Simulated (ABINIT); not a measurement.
## Sb: single point with LDA

Sb:

```
CELL_PARAMETERS angstrom
4.52770 0.00000 0.00000
0.00000 4.42110 0.00000
-1.32052 0.00000 6.36435
ATOMIC_POSITIONS crystal
Sb 0.33993 0.25000 0.68367
Sb 0.93664 0.75000 0.76276
Sb 0.06336 0.25000 0.23724
Sb 0.66007 0.75000 0.31633
```

This isn't the form of Sb at room conditions, which is rhombohedral.

| Property | Result |
| --- | --- |
| Program | ABINIT 10.8.3 (patched build) |
| Task | single point |
| Functional | LDA |
| Potentials or basis | JTH PAW LDA v2.0 sp |
| Cutoff | 544 eV |
| k mesh | 4 × 4 × 3 |
| Occupations | fermi-dirac, width 0.05 eV |
| Spin | no spin polarisation |

```yaml
Pressure: -3.4 GPa
Largest_force: 0.139 eV/Å
Band_gap_on_the_k_mesh: none (metal or under the smearing width)
Valence_electrons_inside_the_program's_atomic_spheres: Sb 2.27, 2.26 (radii [1.2207] Å)
```

Forces on the atoms (eV/Å):
```
Sb  -0.053  0.000 -0.029
Sb   0.081  0.000 -0.114
Sb  -0.081  0.000  0.114
Sb   0.053  0.000  0.029
```

Stress tensor (GPa, compression positive):
```
-3.83  0.00 -0.05
 0.00 -3.43  0.00
-0.05  0.00 -2.81
```

Levels at points of the mesh, in eV from the Fermi level:
| k point | band 7 | band 8 | band 9 | band 10 | band 11 | band 12 | band 13 | band 14 |
| --- | --- | --- | --- | --- | --- | --- | --- | --- |
| (0.00, 0.00, 0.00) | -2.58 | -1.95 | -1.18 | 0.04 | 2.26 | 2.91 | 3.15 | 3.23 |
| (0.50, 0.00, 0.00) | -1.94 | -0.95 | -0.73 | -0.54 | 0.44 | 1.23 | 1.41 | 1.61 |
| (0.00, 0.50, 0.00) | -1.25 | -1.25 | -0.93 | -0.93 | 0.56 | 0.56 | 1.46 | 1.46 |
| (0.50, 0.50, 0.00) | -3.32 | -3.32 | -2.12 | -2.12 | 1.00 | 1.00 | 5.14 | 5.16 |

Wall time 29 s on 1 thread of Arm Neoverse V1 (shared host), peak memory 0.12 GiB.

Caveat: this set keeps more shells in the core, which shifts pressures and gaps. Spin-orbit coupling is left out, which matters for the levels of Sb.
